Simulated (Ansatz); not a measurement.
**Zn under changes of volume**

One of the cells (15.330 Å³/atom); the others are scaled copies at fixed shape and fractional positions:

```
Zn
1.0
     2.67000    0.00000    0.00000
    -1.33500    2.31229    0.00000
     0.00000    0.00000    4.96600
Zn
2
Direct
  0.66667 0.33333 0.75000
  0.33333 0.66667 0.25000
```

| Item | Value |
| --- | --- |
| Program | Ansatz 0.2.0 |
| Functional | HSE06 |
| Potentials or basis | Ansatz PAW |
| Cutoff | 420 eV (not typed: the program's choice for these potentials) |
| k mesh | 8 × 8 × 4 |
| Occupations | fermi-dirac, width 0.05 eV |
| Spin | no spin polarisation |

```csv
volume (Å³/atom),energy over the lowest point (meV/atom),pressure (GPa)
14.410,12.17,4.9
14.716,4.71,2.9
15.023,?,?
15.330,0.00,-0.4
15.636,2.02,-1.7
15.943,6.44,-3.0
16.249,13.07,-4.0
```

**Question.** What does the run at 15.023 Å³/atom give?

**Answer.** Energy over the lowest point 0.78 meV/atom; pressure 1.2 GPa.

Worked out: A Birch-Murnaghan fit of order 3 (a polynomial in V^(-2/3)) to the other rows has its minimum at 15.26 Å³/atom with B0 = V·E''(V) = 74 GPa and B' = 5.1 at fixed shape and positions, which overstates the stiffness. It gives 0.78 meV/atom at 15.023 Å³/atom, against the run's 0.78, and -dE/dV = 1.2 GPa, against 1.2.

Energies are extrapolated to zero smearing.

Caveats: the PAW data sets come from PBE, with cores solved anew for the run's functional, which leaves a small shift of forces and pressure; the thresholds are loose for stress.
